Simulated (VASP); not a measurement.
# SiC (Moissanite 3C) (F-43m) in VASP: settings compared

The runs below take SiC (Moissanite 3C) through relaxation of the atoms, relaxation of cell and atoms, with PBEsol, PBE+D3(BJ), r2SCAN.

Program: VASP 6.6.1. These are calculated values, not measurements. Logs are shortened: lines on timing, memory, paths and dates and some standing lists are left out, and cuts for length are marked.

**1. The structure**

Symmetry: F-43m, No. 216, cubic system. Conventional cell: a = 4.358 Å, b = 4.358 Å, c = 4.358 Å, α = 90.00°, β = 90.00°, γ = 90.00°. Si (site symmetry -43m) is surrounded by 4 C at 1.89 Å. C (site symmetry -43m) is surrounded by 4 Si at 1.89 Å.

**2. Relaxation of the atoms, PBEsol (a relaxed cell with its volume scaled by 1.06)**

File INCAR:

```
ALGO = Fast ; EDIFF = 1E-7
EDIFFG = -0.01 ; ENCUT = 600
GGA = PS ; IBRION = 2
ISIF = 2 ; ISMEAR = 0
LASPH = True ; LCHARG = False
LREAL = False ; LWAVE = False
NELM = 80 ; NSW = 40
PREC = Accurate ; SIGMA = 0.03
```

File KPOINTS:

```
k-points
0
Gamma
  10 10 10
```

File POSCAR:

```
SiC                                     
1.0
    0.0000000000      2.2217363401      2.2217363401
    2.2217363401      0.0000000000      2.2217363401
    2.2217363401      2.2217363401      0.0000000000
  Si              C             
     1     1
Direct
     0.0000000000000000    0.0000000000000000    0.0000000000000000
     0.2500000000000000    0.2500000000000000    0.2500000000000000
```

Potentials or basis: VASP PAW PBE potentials, release 64 (Si, C).

Command:

```sh
> cat potpaw_PBE.64/Si/POTCAR potpaw_PBE.64/C/POTCAR > POTCAR
> mpirun -np 1 vasp_std > vasp.out
```

OUTCAR:

```text
EDIFF = 1E-7
   EDIFFG = -0.01
   ENCUT = 600
   GGA = PS
   IBRION = 2
   ISIF = 2
   ISMEAR = 0
   LASPH = True
   LREAL = False
   NELM = 80
   NSW = 40
   PREC = Accurate

 ion  position               nearest neighbor table
   1  0.000  0.000  0.000-   2 1.92   2 1.92   2 1.92   2 1.92
   2  0.250  0.250  0.250-   1 1.92   1 1.92   1 1.92   1 1.92

  LATTYP: Found a face centered cubic cell.
 ALAT       =     4.4434726802

  Lattice vectors:

 A1 = (   0.0000000000,   2.2217363401,   2.2217363401)
 A2 = (   2.2217363401,   0.0000000000,   2.2217363401)
 A3 = (   2.2217363401,   2.2217363401,   0.0000000000)

Analysis of symmetry for initial positions (statically):
=====================================================================
 Subroutine PRICEL returns:
 Original cell was already a primitive cell.

 Routine SETGRP: Setting up the symmetry group for a
 face centered cubic supercell.

 Subroutine GETGRP returns: Found 24 space group operations
 (whereof 24 operations were pure point group operations)
 out of a pool of 48 trial point group operations.

The static configuration has the point symmetry T_d .

Analysis of symmetry for dynamics (positions and initial velocities):
=====================================================================
 Subroutine PRICEL returns:
 Original cell was already a primitive cell.

 Routine SETGRP: Setting up the symmetry group for a
 face centered cubic supercell.

 Subroutine GETGRP returns: Found 24 space group operations
 (whereof 24 operations were pure point group operations)
 out of a pool of 48 trial point group operations.

The dynamic configuration has the point symmetry T_d .

 Subroutine INISYM returns: Found 24 space group operations
 (whereof 24 operations are pure point group operations),
 and found     1 'primitive' translations

----------------------------------------------------------------------------------------

                                     Primitive cell

  volume of cell :      21.9335

  direct lattice vectors                    reciprocal lattice vectors
     0.000000000  2.221736340  2.221736340    -0.225049206  0.225049206  0.225049206
     2.221736340  0.000000000  2.221736340     0.225049206 -0.225049206  0.225049206
     2.221736340  2.221736340  0.000000000     0.225049206  0.225049206 -0.225049206

  length of vectors
     3.142009664  3.142009664  3.142009664     0.389796660  0.389796660  0.389796660

  position of ions in fractional coordinates (direct lattice)
     0.000000000  0.000000000  0.000000000
     0.250000000  0.250000000  0.250000000

  ion indices of the primitive-cell ions
   primitive index   ion index
                 1           1
                 2           2

----------------------------------------------------------------------------------------

 KPOINTS: k-points

Automatic generation of k-mesh.
 Grid dimensions read from file:
 generate k-points for:   10   10   10

 Generating k-lattice:

  Cartesian coordinates                     Fractional coordinates (reciprocal lattice)
    -0.022504921  0.022504921  0.022504921     0.100000000  0.000000000  0.000000000
     0.022504921 -0.022504921  0.022504921     0.000000000  0.100000000  0.000000000
     0.022504921  0.022504921 -0.022504921     0.000000000  0.000000000  0.100000000

  Length of vectors
     0.038979666  0.038979666  0.038979666

  Shift w.r.t. Gamma in fractional coordinates (k-lattice)
     0.000000000  0.000000000  0.000000000

 Subroutine IBZKPT returns following result:
 ===========================================

 Found     47 irreducible k-points:

 Following reciprocal coordinates:
            Coordinates               Weight
  0.000000  0.000000  0.000000      1.000000
  0.100000  0.000000  0.000000      8.000000
  0.200000  0.000000  0.000000      8.000000
  0.300000  0.000000  0.000000      8.000000
  0.400000  0.000000  0.000000      8.000000
  0.500000  0.000000  0.000000      4.000000
[... 16 lines left out ...]
  0.300000  0.300000  0.000000      6.000000
  0.400000  0.300000  0.000000     24.000000
 [... further k-points ...]
   k-points           NKPTS =     47   k-points in BZ     NKDIM =     47   number of bands    NBANDS=      8
   number of dos      NEDOS =    301   number of ions     NIONS =      2
   total plane-waves  NPLWV =  21952
   dimension x,y,z NGX =    28 NGY =   28 NGZ =   28
   dimension x,y,z NGXF=    56 NGYF=   56 NGZF=   56
   ions per type =               1   1
   NGX,Y,Z   is equivalent  to a cutoff of  14.81, 14.81, 14.81 a.u.
   NGXF,Y,Z  is equivalent  to a cutoff of  29.63, 29.63, 29.63 a.u.
 SYSTEM =  unknown system
   PREC   = accura    normal or accurate (medium, high low for compatibility)
   ISTART =      0    job   : 0-new  1-cont  2-samecut
   ICHARG =      2    charge: 1-file 2-atom 10-const
   ISPIN  =      1    spin polarized calculation?
   LNONCOLLINEAR =      F non collinear calculations
   LSORBIT =      F    spin-orbit coupling
   LASPH  =      T    aspherical Exc in radial PAW
   ENCUT  =  600.0 eV  44.10 Ry    6.64 a.u.   6.28  6.28  6.28*2*pi/ulx,y,z
   NELM   =     80;   NELMIN=  2; NELMDL= -5     # of ELM steps
   EDIFF  = 0.1E-06   stopping-criterion for ELM
   LREAL  =      F    real-space projection
   EDIFFG = -.1E-01   stopping-criterion for IOM
   NSW    =     40    number of steps for IOM
   IBRION =      2    ionic relax: 0-MD 1-quasi-New 2-CG
   NFREE  =      1    steps in history (QN), initial steepest desc. (CG)
   ISIF   =      2    stress and relaxation
   ISYM   =      2    0-nonsym 1-usesym 2-fastsym
   POTIM  = 0.5000    time-step for ionic-motion
   TEBEG  =    0.0;   TEEND  =   0.0 temperature during run
   PSTRESS=    0.0 pullay stress
   NELECT =       8.0000    total number of electrons
   NUPDOWN=      -1.0000    fix difference up-down
   EMIN   =  10.00;   EMAX   =-10.00  energy-range for DOS
   EFERMI =   0.00;   METHOD = LEGACY
   ISMEAR =     0;   SIGMA  =   0.03  broadening in eV -4-tet -1-fermi 0-gaus
   EFERMI_NEDOS =   21; number of points for ismear=-14 and -15
   IALGO  =     68    algorithm
   IMIX   =      4    mixing-type and parameters
     AMIX     =   0.40;   BMIX     =  1.00
     AMIX_MAG =   1.60;   BMIX_MAG =  1.00
  volume/ion in A,a.u.               =      10.97        74.01
  Fermi-wavevector in a.u.,A,eV,Ry     =   1.169685  2.210384 18.614992  1.368163
  Thomas-Fermi vector in A             =   2.306154
   LORBIT       =      0    0 simple, 1 ext, 2 COOP (PROOUT), +10 PAW based schemes
   GGA     = PS    functional components
   LHFCALC =     F    Hartree Fock is set to
   AEXX    =    0.0000 exact exchange contribution
   IVDW    =     0    specifies the selected vdW correction
   LEPSILON=     F    determine dielectric tensor
   LRPA    =     F    only Hartree local field effects (RPA)
 conjugate gradient relaxation of ions
 non-spin polarized calculation
 RMM-DIIS sequential band-by-band and
 Gauss-broadening in eV      SIGMA  =   0.03
  energy-cutoff  :      600.00
  volume of cell :       21.93
 maximum number of plane-waves:       754
 NGX is ok and might be reduce to    28
   NGX = 13   NGY = 13   NGZ = 13

 number of electron       8.0000000 magnetization

 Free energy of the ion-electron system (eV)
  ---------------------------------------------------
  ext. energy  EPLUGINS =         0.00000000
  ---------------------------------------------------
  free energy    TOTEN  =       -15.87071209 eV

  energy without entropy =      -15.87071209  energy(sigma->0) =      -15.87071209

 E-fermi :   7.5409     XC(G=0): -11.2557

 val. band max:        7.4145677314   @ k =   0.0000   0.0000   0.0000
 cond. band min:       8.6993704680   @ k =   0.5000   0.5000   0.0000
 fundamental gap:      1.2848027366
 Fermi energy:         7.5408547968

 k-point     1 :       0.0000    0.0000    0.0000
  band No.  band energies     occupation
      1      -7.5580      2.00000
      2       7.4146      2.00000
      3       7.4146      2.00000
      4       7.4146      2.00000
      5      12.9288      0.00000
      6      14.2689      0.00000
      7      14.2689      0.00000
      8      14.2689      0.00000

 k-point     2 :       0.1000    0.0000    0.0000
  band No.  band energies     occupation
      1      -7.3708      2.00000
      2       6.4051      2.00000
      3       7.2814      2.00000
      4       7.2814      2.00000
      5      13.2587      0.00000
      6      14.4791      0.00000
      7      14.5048      0.00000
      8      14.5048      0.00000

 k-point     3 :       0.2000    0.0000    0.0000
  band No.  band energies     occupation
      1      -6.8177      2.00000
      2       4.3287      2.00000
      3       6.9768      2.00000
      4       6.9768      2.00000
      5      13.0417      0.00000
      6      14.8725      0.00000
      7      14.8725      0.00000
      8      15.6060      0.00000

 k-point     4 :       0.3000    0.0000    0.0000
  band No.  band energies     occupation
      1      -5.9344      2.00000
      2       2.0899      2.00000
      3       6.6641      2.00000
      4       6.6641      2.00000
      5      12.6383      0.00000
      6      14.7974      0.00000
      7      14.7974      0.00000
      8      16.6191      0.00000

 k-point     5 :       0.4000    0.0000    0.0000
  band No.  band energies     occupation
      1      -4.8480      2.00000
      2       0.1181      2.00000
      3       6.4481      2.00000
      4       6.4481      2.00000
      5      12.3649      0.00000
      6      14.4741      0.00000
      7      14.4741      0.00000
      8      16.9793      0.00000
[... 177 lines left out ...]
 k-point    22 :      -0.2000    0.2000    0.0000
  band No.  band energies     occupation
      1      -5.6373      2.00000
      2       2.6862      2.00000
      3       4.2738      2.00000
      4       6.7661      2.00000
      5      13.5923      0.00000
      6      14.8622      0.00000
      7      15.3504      0.00000
      8      16.0283      0.00000

 k-point    23 :       0.3000    0.3000    0.0000
  band No.  band energies     occupation
      1      -5.3809      2.00000
      2       3.0715      2.00000
      3       5.1152      2.00000
      4       5.1152      2.00000
      5      10.3779      0.00000
      6      12.6906      0.00000
      7      18.3278      0.00000
      8      18.9893      0.00000

 k-point    24 :       0.4000    0.3000    0.0000
  band No.  band energies     occupation
      1      -4.5504      2.00000
      2       1.8917      2.00000
      3       4.3477      2.00000
      4       4.8604      2.00000
      5      10.1258      0.00000
      6      12.6899      0.00000
      7      18.3706      0.00000
      8      18.7365      0.00000

 [... further k-points ...]

------------------------ aborting loop because EDIFF is reached ----------------------------------------

  FORCE on cell =-STRESS in cart. coord.  units (eV):
  Direction    XX          YY          ZZ          XY          YZ          ZX
  --------------------------------------------------------------------------------------
  -------------------------------------------------------------------------------------
  Total       -1.5712032     -1.5712032     -1.5712032      0.0000000      0.0000000     -0.0000000
  in kB     -114.7718529   -114.7718529   -114.7718529      0.0000000      0.0000000     -0.0000000
  external PRESSURE =    -114.7718529 kB  Pullay stress =       0.0000000 kB

 VOLUME and BASIS-vectors are now :
 -----------------------------------------------------------------------------
  energy-cutoff  :      600.00
  volume of cell :       21.93
      direct lattice vectors                 reciprocal lattice vectors
     0.000000000  2.221736340  2.221736340    -0.225049206  0.225049206  0.225049206
     2.221736340  0.000000000  2.221736340     0.225049206 -0.225049206  0.225049206
     2.221736340  2.221736340  0.000000000     0.225049206  0.225049206 -0.225049206

 POSITION                                       TOTAL-FORCE (eV/Angst)
 -----------------------------------------------------------------------------------
      0.00000      0.00000      0.00000         0.000000      0.000000      0.000000
      1.11087      1.11087      1.11087        -0.000000     -0.000000     -0.000000
 -----------------------------------------------------------------------------------
    total drift:                               -0.000000     -0.000000     -0.000000

  FREE ENERGIE OF THE ION-ELECTRON SYSTEM (eV)
  ---------------------------------------------------
  free  energy   TOTEN  =       -15.8707120892 eV

  energy  without entropy=      -15.8707120892  energy(sigma->0) =      -15.87071209

 reached required accuracy - stopping structural energy minimisation
```

It took 12 s on 1 thread of Intel Xeon Platinum 8488C (Sapphire Rapids), shared host; peak memory 0.15 GiB.

Results:

```
Free energy             : -15.8707 eV
Pressure after relaxing : -11.5 GPa
Band gap on the k mesh  : 1.28 eV, indirect (least direct gap 4.38 eV)
```

Final structure:
```yaml
crystal:
  lattice:
    - [0.00000, 2.22174, 2.22174]
    - [2.22174, 0.00000, 2.22174]
    - [2.22174, 2.22174, 0.00000]
  atoms:
    - { symbol: Si, position: [0.00000, 0.00000, 0.00000] }
    - { symbol: C, position: [0.25000, 0.25000, 0.25000] }
```

Caveat: the relaxation stopped at its first step, so nothing moved; the PAW data sets were made with another functional, which shifts forces and pressure a little. A k mesh can miss the band edges.

(Continued in part 2 of 3.)
